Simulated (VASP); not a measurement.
**Cu: single point with r2SCAN**

The system is Cu.

```
Cu
1.0
     4.06720    0.00000    0.00000
    -2.03360    3.52230    0.00000
     0.00000    0.00000    2.43724
Cu
3
Direct
  0.00000 0.00000 0.00000
  0.33333 0.66667 0.50000
  0.66667 0.33333 0.50000
```

The cell was built by a generator and needn't be a form met in nature.

| Item | Value |
| --- | --- |
| Program | VASP 6.6.1 |
| Task | single point |
| Functional | r2SCAN |
| Potentials or basis | VASP PAW PBE potentials, release 64 (Cu) |
| Cutoff | 520 eV |
| k mesh | 15 × 15 × 18 |
| Occupations | gaussian, width 0.1 eV |
| Spin | no spin polarisation |
| Dipole correction | no |
| Further INCAR settings | ALGO = Normal; EDIFF = 1e-06; NBANDS = 24 |

```
Pressure               : 0.6 GPa
Band gap on the k mesh : none (metal or under the smearing width)
```

Stress tensor (GPa, compression positive):
```
0.64 0.00 0.00
0.00 0.64 0.00
0.00 0.00 0.54
```

Levels at points of the mesh, in eV from the Fermi level:
| k point | band 13 | band 14 | band 15 | band 16 | band 17 | band 18 | band 19 | band 20 |
| --- | --- | --- | --- | --- | --- | --- | --- | --- |
| (0.00, 0.00, 0.00) | -2.52 | -2.52 | -1.72 | -1.72 | 4.73 | 4.73 | 4.73 | 4.73 |
| (0.00, 0.00, 0.50) | -1.85 | -1.85 | -1.39 | -0.35 | 0.36 | 8.80 | 9.14 | 9.14 |

Run time: 6.1 min on 1 thread of Intel(R) Xeon(R) 6975P-C (Granite Rapids) (shared host), peak memory 0.28 GiB.

Caveat: the PAW data sets were made with another functional, which shifts forces and pressure a little.
